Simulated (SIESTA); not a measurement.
NbP:

```
Nb P
1.0
    -1.67492    1.67492    5.74011
     1.67492   -1.67492    5.74011
     1.67492    1.67492   -5.74011
Nb P
2 2
Direct
  0.24988 0.74988 0.50000
  0.49988 0.49988 0.00000
  0.83275 0.33275 0.50000
  0.08275 0.08275 0.00000
```

The cell is a database's computed one.

Base run:

- Program: SIESTA 5.4.2
- Functional: PBEsol
- Potentials or basis: PseudoDojo 0.4 standard (PBEsol files)
- Basis: DZP (energy shift 0.003 Ry; two zetas on semicore shells)
- Grid cutoff: 800 Ry
- Energy shift: 0.003 Ry
- k mesh: 11 × 11 × 11
- Occupations: fermi-dirac, width 0.05 eV
- Spin: no spin polarisation

Its results: band gap on the k mesh none (metal or under the smearing width); pressure -4.5 GPa; largest force 0.026 eV/Å.

Task: After a change of settings the same cell gave: band gap on the k mesh none (metal or under the smearing width); pressure -5.7 GPa; largest force 0.029 eV/Å. Which change was it?
A. functional from PBEsol to AM05
B. functional from PBEsol to BLYP; potentials or basis from PseudoDojo 0.4 standard (PBEsol files) to PseudoDojo 0.4 standard (PBE files)
C. functional from PBEsol to vdW-DF-cx; potentials or basis from PseudoDojo 0.4 standard (PBEsol files) to PseudoDojo 0.4 standard (PBE files)

Result: A.

Caveats: the basis of atomic orbitals isn't converged, which shifts pressures, moduli and gaps; the potentials were made for another functional, which shifts forces and pressure (some runs).
